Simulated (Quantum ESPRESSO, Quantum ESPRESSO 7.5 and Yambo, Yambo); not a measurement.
# SiC (P6_3mc): G0W0 on several meshes in Yambo

Aim: the GW shift of SiC (P6_3mc) against the k mesh.

Calculated with Quantum ESPRESSO 7.5 and Yambo 5.3.0; PBE and many-body steps on it, plane waves.

### Step 1. The structure

It takes space group P6_3mc (No. 186, hexagonal). The conventional cell has a = 3.074 Å, b = 3.074 Å, c = 5.045 Å, α = 90.00°, β = 90.00°, γ = 120.00°. Nearest to Si lie 4 C at 1.88 to 1.90 Å. Nearest to C lie 4 Si at 1.88 to 1.90 Å. Farther neighbours are not listed.

The cell and positions are those that the Materials Project relaxed with its own functionals (PBE, PBE+U or r2SCAN), kept fixed.

### Step 2. Empty states on the mesh, 3×3×4 mesh, 495 bands

This step: Quantum ESPRESSO 7.5; DFT, PBE, plane waves, norm-conserving pseudopotentials.

The sums over transitions need many empty states on a uniform mesh; this step solves for them.

pw.in reads:

```
&control
  calculation = 'nscf'
  prefix = 'x'
  outdir = 'o'
  pseudo_dir = 'pseudo'
/
&system
  ibrav = 0
  nat = 4
  ntyp = 2
  ecutwfc = 74.0
  nbnd = 495
  force_symmorphic = .true.
/
&electrons
  conv_thr = 1e-9
  electron_maxstep = 80
  diago_full_acc = .true.
  diago_thr_init = 5e-6
/
ATOMIC_SPECIES
  Si 28.085 Si.upf
  C 12.011 C.upf
CELL_PARAMETERS angstrom
  3.0735139282 0.0000000000 0.0000000000
  -1.5367569641 2.6617411407 0.0000000000
  0.0000000000 0.0000000000 5.0452477100
ATOMIC_POSITIONS crystal
  Si 0.3333333333 0.6666666667 0.4996024000
  Si 0.6666666667 0.3333333333 0.9996024000
  C 0.3333333333 0.6666666667 0.8753976000
  C 0.6666666667 0.3333333333 0.3753976000
K_POINTS automatic
  3 3 4 0 0 0
```

Started as:

```bash
$ OMP_NUM_THREADS=1 mpirun -n 4 pw.x -nk 4 -in pw.in > pw.out
```

Log:

```text
Program PWSCF v.7.5 starts

     This program is part of the open-source Quantum ESPRESSO suite
     for quantum simulation of materials; please cite
         "P. Giannozzi et al., J. Phys.:Condens. Matter 21 395502 (2009);
         "P. Giannozzi et al., J. Phys.:Condens. Matter 29 465901 (2017);
         "P. Giannozzi et al., J. Chem. Phys. 152 154105 (2020);
     in publications or presentations arising from this work. More details at

     Atomic positions and unit cell read from directory:
     o/x.save/

     Message from routine setup:
[...]
78.0525  78.0525  78.0525  78.0525  78.7377  78.7377  79.3941  79.3941
     [... 50 further rows ...]
   284.7686 284.7686 284.8014 284.8014 284.8014 284.8014 285.2554 285.2554
   285.2554 285.2554 285.7419 285.7419 287.3351 287.3351 293.3181

          k = 0.0000 0.3849 0.0000 (  2992 PWs)   bands (ev):

     [... further k-points ...]

     highest occupied, lowest unoccupied level (ev):     9.6798   11.9551

     XML data file, pseudopotentials, collected wavefunctions

=------------------------------------------------------------------------------=
   JOB DONE.
=------------------------------------------------------------------------------=
```

Run time: 82 s. Hardware: 4 MPI ranks of Arm Neoverse V1, shared host; peak memory 0.82 GiB; 5.5 min of CPU time.

Numbers from this step:

```yaml
gap: 2.275 eV
k_of_the_valence_top: 0, 0, 0
k_of_the_conduction_bottom: 0.3333, 0.3333, 0
least_direct_gap: 4.293 eV
k_points_computed: 10
lowest_point_of_the_top_converged_band_above_the_valence_top: 278.6746 eV
```

On this mesh the gap is 2.275 eV.

The density comes from a self-consistent run that is not shown.

### Step 3. Conversion and set-up

This step: Yambo 5.3.0; conversion and set-up on PBE, plane waves, norm-conserving pseudopotentials.

The states are converted to the many-body program's format and the q mesh is built.

Started as:

```bash
$ (cd o/x.save; p2y > p2y.log; mv SAVE ../..); yambo > setup.log
```

Log:

```text
 Yambo, version 5.3.0

 [02] CORE Variables Setup
 =========================

  [02.01] Unit cells
  ==================

  Cell kind             :  HCP
  Atoms in the cell     :  Si  C
  number of Si atoms    :  2
  number of C  atoms    :  2

  List of atomic masses
  Mass of Si    :  28.08500
  Mass of C     :  12.01100

  List of atomic coordinates    : [cc]
  Si1       : -0.29041E-09   3.3533       4.7633      order 1
  Si2       :  2.904050  1.676654  9.530346  order 2
  C1       : -0.29041E-09   3.3533       8.3462      order 3
[...]
IBZ Q-points                                      :  10
 BZ  Q-points                                      :   36

 K/Q-points units:
 rlu = crystal or reduced units; cc = cartesian coordinates; iku = interal k-units

 Q [ 1]         [rlu]:  0.000000  0.000000  0.000000
 Q [ 2]         [rlu]:  0.000000  0.000000  0.250000
 Q [ 3]         [rlu]:  0.000000  0.000000 -0.500000
[...]
Q [ 8]         [rlu]:  0.333333  0.333333  0.250000
 Q [ 9]         [rlu]:  0.333333  0.333333 -0.500000
 Q [10]         [rlu]: -0.13002E-17 -0.33333      0.25000

  [03.01] X indexes
  =================

   [03.01.01] Sigma indexes
   ========================

 [06] Game Over & Game summary
```

Run time: 2.2 s. Hardware: 1 MPI rank; peak memory 0.23 GiB.

### Step 4. 3×3×4

Now the one-shot GW correction: screening in the RPA, then the self-energy of the levels asked for.

This step: G0W0 on PBE, plane waves, norm-conserving pseudopotentials.

gw2.in reads:

```
HF_and_locXC
gw0
dyson
ppa
em1d
rim_cut
RandQpts= 1000000
RandGvec= 1 RL
EXXRLvcs= 74 Ry
VXCRLvcs= 296 Ry
Chimod= "HARTREE"
% BndsRnXp
 1 | 206 |
%
NGsBlkXp= 17 Ry
% LongDrXp
 1 | 1 | 1 |
%
% GbndRnge
 1 | 206 |
%
DysSolver= "n"
ExtendOut
PPAPntXp= 27.21138 eV
% QPkrange
 1 | 1 | 7 | 10 |
 7 | 7 | 7 | 10 |
 4 | 4 | 7 | 10 |
%
```

Started as:

```bash
$ OMP_NUM_THREADS=1 mpirun -n 4 yambo -F gw2.in -J gw2 -C gw2 > gw2.log
```

Log:

```text
 Yambo, version 5.3.0

 [02] CORE Variables Setup
 =========================

  [... cell, symmetries and grids as in the set-up ...]

  [02.05] Energies & Occupations
  ==============================

  [X] === General ===
  [X] Electronic Temperature                        :  0.000000  0.000000 [eV K]
  [X] Bosonic    Temperature                        :  0.000000  0.000000 [eV K]
  [X] Finite Temperature mode                       : no
  [X] El. density                                   :  0.38765E+24 [cm-3]
  [X] Fermi Level                                   :  9.679822 [eV]

  [X] === Gaps and Widths ===
  [X] Conduction Band Min                           :  2.275274 [eV]
  [X] Valence Band Max                              :  0.000000 [eV]
  [X] Filled Bands                                  :   8
  [X] Empty Bands                                   :     9   495
  [X] Direct Gap                                    :  4.293375 [eV]
  [X] Direct Gap localized at k                     :   4
  [X] Indirect Gap                                  :  2.275274 [eV]
  [X] Indirect Gap between kpts                     :   1   7
  [X] Last valence band width                       :  3.841673 [eV]
  [X] 1st conduction band width                     :  3.637217 [eV]

 [03] Transferred momenta grid and indexing
 ==========================================

 IBZ Q-points                                      :  10
 BZ  Q-points                                      :   36

 K/Q-points units:
 rlu = crystal or reduced units; cc = cartesian coordinates; iku = interal k-units

 Q [ 1]         [rlu]:  0.000000  0.000000  0.000000
 Q [ 2]         [rlu]:  0.000000  0.000000  0.250000
 Q [ 3]         [rlu]:  0.000000  0.000000 -0.500000
 Q [ 4]         [rlu]:  0.13002E-17  0.33333       0.0000
 Q [ 5]         [rlu]:  0.13002E-17  0.33333      0.25000
 Q [ 6]         [rlu]:  0.13002E-17  0.33333     -0.50000
 Q [ 7]         [rlu]:  0.333333  0.333333  0.000000
 Q [ 8]         [rlu]:  0.333333  0.333333  0.250000
 Q [ 9]         [rlu]:  0.333333  0.333333 -0.500000
 Q [10]         [rlu]: -0.13002E-17 -0.33333      0.25000

 [04] Coloumb potential Random Integration (RIM)
 ===============================================

  [04.01] RIM initialization
  ==========================

  * Diagonal components only detected *

  8 x (sBL volume)        :  0.197901 [a.u.]
  sBZ random points       :  1000000
  Points outside the sBZ  :   7980387
  RL volume               :  0.890552 [a.u.]
  Integrated volume       :  0.892741 [a.u.]

  [04.02] RIM integrals
  =====================

  Gamma point sphere radius             :  0.105706 [a.u.]
  Points outside the sphere             :   813532
  [Int_sBZ(q=0) 1/q^2]*(Vol_sBZ)^(-1/3) =:  7.220554
                                 should be <:  7.795600

  Summary of Coulomb integrals for non-metallic bands |Q|[au] RIM/Bare

  Q [1] 0.100000E-4 0.926235 * Q [2] 0.164755 0.634104
  Q [3] 0.329510 0.865201 * Q [4] 0.416384 1.148315
  Q [5] 0.447794 1.092429 * Q [10] 0.447794 1.091223
  Q [6] 0.530992 1.025609 * Q [7] 0.721198 1.047178
  Q [8] 0.739778 1.040957 * Q [9] 0.792908 1.027150

 [WARNING] [Xp] User bands 1-206 break level degeneracy

 [05] Dipoles
 ============

  [05.01] Setup: observables and procedures
  =========================================

  [WARNING] [x,Vnl] slows the Dipoles computation. To neglect it rename the ns.kb_pp file

 [06] Dynamic Dielectric Matrix (PPA)
 ====================================

 [WR./gw2//ndb.pp]---------------------------------------------------------------
  Brillouin Zone Q/K grids (IBZ/BZ)                :   10   36   10   36
  RL vectors                                       :   3863 [WF]
  Coulomb cutoff potential                         : none
  Electronic Temperature                           :  0.000000 [K]
  Bosonic    Temperature                           :  0.000000 [K]
  PPA    diel. fun.  energies                      : Perdew, Burke & Ernzerhof(X)+Perdew, Burke & Ernzerhof(C)
  wavefunctions                                    : Perdew, Burke & Ernzerhof(X)+Perdew, Burke & Ernzerhof(C)
  Global Gauge                                     : length
  X matrix size                                    :   325
  X band range                                     :    1  206
  X e/h energy range                               : -1.000000 -1.000000 [eV]
  X Time ordering                                  : R
  X Hxc Kernel                                     : HARTREE
  X Drude frequency                                :  0.000000  0.000000
  X poles                                          :  100.0000 [o/o]
  RL vectors in the sum                            :   3863
  [r,Vnl] included                                 : yes
  Field direction                                  :  0.577350E-5  0.577350E-5  0.577350E-5
  BZ energy Double Grid                            : no
  BZ energy DbGd points                            : 0
  BZ Q point size factor                           : -1.000000
  X Optical Averaged directions                    : none

 [07] Local Exchange-Correlation + Non-Local Fock
 ================================================

 [VXC] Plane waves :  23897
 [EXS] Plane waves :  2997

 QP @ state[ 1 ] K range:  1  1
 QP @ state[ 1 ] b range:   7  10
 QP @ state[ 2 ] K range:   4   4
 QP @ state[ 2 ] b range:   7  10
 QP @ state[ 3 ] K range:   7   7
 QP @ state[ 3 ] b range:   7  10

 [xc] Functional : Perdew, Burke & Ernzerhof(X)+Perdew, Burke & Ernzerhof(C)
 [xc] LIBXC used to calculate xc functional
  PP Number of Atomic Species                      :  2
  NLCC RL compoments                               :  23897
  PP Number of Atomic Species                      :  2
  NLCC RL compoments                               :  23897

 [xc] E_xc :  -6.122893 [Ha]
      E_xc :  -12.24579 [Ry]

  Local XC kind (lXC) : Perdew, Burke & Ernzerhof(X)+Perdew, Burke & Ernzerhof(C)
  Non-Local XC kind (nlXC) : Hartree-Fock

  Corrections @ K [1] :  [eV]
 <7|nlXC|7> = -17.90070 -0.75369E-17 <7|lXC|7> = -15.07649 -0.37763E-15
 <8|nlXC|8> = -17.89996  0.23054E-17 <8|lXC|8> = -15.07649  0.18882E-15
 <9|nlXC|9> = -6.642601 -0.31287E-17 <9|lXC|9> = -12.10977  0.000000
 <10|nlXC|10> = -7.132412 -0.42845E-18 <10|lXC|10> = -12.77445  0.000000

  Corrections @ K [4] :  [eV]
 <7|nlXC|7> = -16.72897 -0.23772E-16 <7|lXC|7> = -13.77183  0.37763E-15
 <8|nlXC|8> = -17.81726  0.20993E-16 <8|lXC|8> = -14.66735 -0.94408E-16
[...]
Corrections @ K [7] :  [eV]
[...]
<8|nlXC|8> = -16.98770 -0.12933E-16 <8|lXC|8> = -13.15182  0.18882E-15
 <9|nlXC|9> = -5.496468 -0.35002E-19 <9|lXC|9> = -9.860270 -0.51630E-17
 <10|nlXC|10> = -6.335978 -0.19368E-18 <10|lXC|10> = -12.29223 -0.28323E-15

 [08] Dyson equation: Newton solver
 ==================================

  [08.01] G0W0 (W PPA)
  ====================

  [  GW  ] Bands range     :    1  206
  [GW/PPA] G damping       :  0.100000 [eV]

  QP @ state[ 1 ] K range:  1  1
  QP @ state[ 1 ] b range:   7  10
  QP @ state[ 2 ] K range:   4   4
  QP @ state[ 2 ] b range:   7  10
  QP @ state[ 3 ] K range:   7   7
  QP @ state[ 3 ] b range:   7  10

   Sc/G bands                                       :    1  206
   Sc/G damping                                     :  0.100000 ev
   Sc bands terminator                              : no
   Sx RL components                                 :  2997

   QP @ state[ 1 ] K range                          :  1  1
   QP @ state[ 1 ] b range                          :   7  10
   QP @ state[ 2 ] K range                          :   4   4
   QP @ state[ 2 ] b range                          :   7  10
   QP @ state[ 3 ] K range                          :   7   7
   QP @ state[ 3 ] b range                          :   7  10
   GF energies kind                                 : Perdew, Burke & Ernzerhof(X)+Perdew, Burke & Ernzerhof(C)
   GF WF`s kind                                     : Perdew, Burke & Ernzerhof(X)+Perdew, Burke & Ernzerhof(C)
   Xs energies kind                                 : Perdew, Burke & Ernzerhof(X)+Perdew, Burke & Ernzerhof(C)
   Xs WF`s kind                                     : Perdew, Burke & Ernzerhof(X)+Perdew, Burke & Ernzerhof(C)

 [11] Game Over & Game summary
```

Elapsed: 2.5 min, on 4 MPI ranks; peak memory 1.7 GiB; 9.8 min of CPU time.

This step gave:

| Item | Value |
| --- | --- |
| G0W0 gap on the points computed | 3.007 eV |
| starting gap on the mesh | 2.275 eV |
| k of the valence top | 0, 0, 0 |
| k of the conduction bottom | 0.3333, 0.3333, 0 |
| least direct G0W0 gap on the computed points | 5.244 eV |
| Z at the valence top | 0.7952 |
| Z at the conduction bottom | 0.8275 |

The gap on the mesh goes from 2.28 eV to 3.01 eV, a correction of +0.73 eV.

### Step 5. Empty states on the mesh, 3×3×2 mesh, 206 bands

This step: Quantum ESPRESSO 7.5; DFT, PBE, plane waves, norm-conserving pseudopotentials.

Edit pw.in of step 2 so:

```diff
@@ -11,3 +11,3 @@
   ecutwfc = 74.0
-  nbnd = 495
+  nbnd = 206
   force_symmorphic = .true.
@@ -33,2 +33,2 @@
 K_POINTS automatic
-  3 3 4 0 0 0
+  3 3 2 0 0 0
```

Started as:

```bash
$ OMP_NUM_THREADS=1 mpirun -n 4 pw.x -nk 4 -in pw.in > pw.out
```

Log:

```text
[banner, memory and clock lines left out]
Program PWSCF v.7.5 starts

     Atomic positions and unit cell read from directory:
     o/x.save/

     Message from routine setup:
     using ibrav=0 with symmetry is DISCOURAGED, use correct ibrav instead

     G-vector sticks info

     bravais-lattice index     =            0
     lattice parameter (alat)  =       5.8081  a.u.
     unit-cell volume          =     278.5352 (a.u.)^3
     number of atoms/cell      =            4
     number of atomic types    =            2
     number of electrons       =        16.00
[...]
[... 14 further rows ...]
[...]
153.9751 153.9751 156.1490 156.1490 156.1490 156.1490

          k = 0.0000 0.3849 0.0000 (  2992 PWs)   bands (ev):

[...]
75.4588  76.1808  77.3082  77.5909  78.1283  78.5855  79.1692  80.7644
     [... 14 further rows ...]
   153.8832 154.4334 154.6184 155.1217 155.9805 156.5586 157.1154 157.4884
   158.1862 158.3820 158.4020 159.2822 159.4798 160.0760

          k = 0.0000 0.3849-0.3046 (  2990 PWs)   bands (ev):

     [... further k-points ...]

     highest occupied, lowest unoccupied level (ev):     9.6798   11.9551

     XML data file, pseudopotentials, collected wavefunctions
```

It took 11 s on 4 MPI ranks; peak memory 0.41 GiB.

This step gave:

| Quantity | Value |
| --- | --- |
| gap | 2.275 eV |
| k of the valence top | 0, 0, 0 |
| k of the conduction bottom | 0.3333, 0.3333, 0 |
| least direct gap | 4.293 eV |
| k points computed | 6 |
| lowest point of the top converged band, above the valence top | 146.4692 eV |

On this mesh the gap is 2.275 eV.

### Step 6. Conversion and set-up

This step: Yambo 5.3.0; conversion and set-up on PBE, plane waves, norm-conserving pseudopotentials.

Started as:

```bash
$ (cd o/x.save; p2y > p2y.log; mv SAVE ../..); yambo > setup.log
```

Log:

```text
 Yambo, version 5.3.0

 [02] CORE Variables Setup
 =========================

  [02.01] Unit cells
  ==================

  Cell kind             :  HCP
  Atoms in the cell     :  Si  C
  number of Si atoms    :  2
  number of C  atoms    :  2

  List of atomic masses
  Mass of Si    :  28.08500
  Mass of C     :  12.01100

  List of atomic coordinates    : [cc]
  Si1       : -0.29041E-09   3.3533       4.7633      order 1
  Si2       :  2.904050  1.676654  9.530346  order 2
  C1       : -0.29041E-09   3.3533       8.3462      order 3
[...]
IBZ Q-points                                      :   6
 BZ  Q-points                                      :  18

 K/Q-points units:
 rlu = crystal or reduced units; cc = cartesian coordinates; iku = interal k-units

 Q [1]          [rlu]:  0.000000  0.000000  0.000000
 Q [2]          [rlu]:  0.000000  0.000000 -0.500000
 Q [3]          [rlu]:  0.13002E-17  0.33333       0.0000
 Q [4]          [rlu]:  0.13002E-17  0.33333     -0.50000
 Q [5]          [rlu]:  0.333333  0.333333  0.000000
 Q [6]          [rlu]:  0.333333  0.333333 -0.500000

  [03.01] X indexes
  =================

   [03.01.01] Sigma indexes
   ========================

 [06] Game Over & Game summary
```

It took 2 s on 1 MPI rank; peak memory 0.23 GiB.

(Part 1 of 2 ends here.)

[Paths, hosts, dates, memory and timing lines, banners, echoed tables and standing remarks are left out of the program output.]

[Logs are printed without paths, hosts, clocks, repeated set-up lines and the standing remarks that a program may print on its own settings, such as how far it seeks lower states.]

[Runs of the session that timed out or met a known fault of the program may be left out.]

[Hosts, paths, dates, database ids (printed as entryN), source tags and the programs' standing remarks are cut or masked in the printed files.]
